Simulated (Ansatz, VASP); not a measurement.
## Si: VASP beside Ansatz

```
Si
1.0
     2.65890    0.00000    0.00000
    -1.32945    2.30268    0.00000
     0.00000    0.00000    4.51694
Si
2
Direct
  0.33333 0.66667 0.25000
  0.66667 0.33333 0.75000
```

Alike in both runs: functional LDA; k mesh 18 × 18 × 10; occupations fermi-dirac, width 0.15 eV; no spin polarisation.

Ansatz relaxed the structure, and its values are those at the end. VASP's run is a single point on that final structure, the one shown.

|  | VASP | Ansatz |
| --- | --- | --- |
| version | VASP 6.6.1 | Ansatz 0.2.0 |
| potentials or method | VASP PAW LDA potentials, release 64 (Si) | scalar-relativistic, plane waves, PAW |
| plane-wave cutoff (eV) | 520 | 420 |
| valence electrons in the cell | 8 | 8 |

```tsv
	VASP	Ansatz	Ansatz less VASP
gap on the k mesh at the Fermi level (eV)	none	none	-
pressure (GPa)	0.1	0.0	-0.06
```

A gap of «none» marks a metal or a gap that the smearing closes.
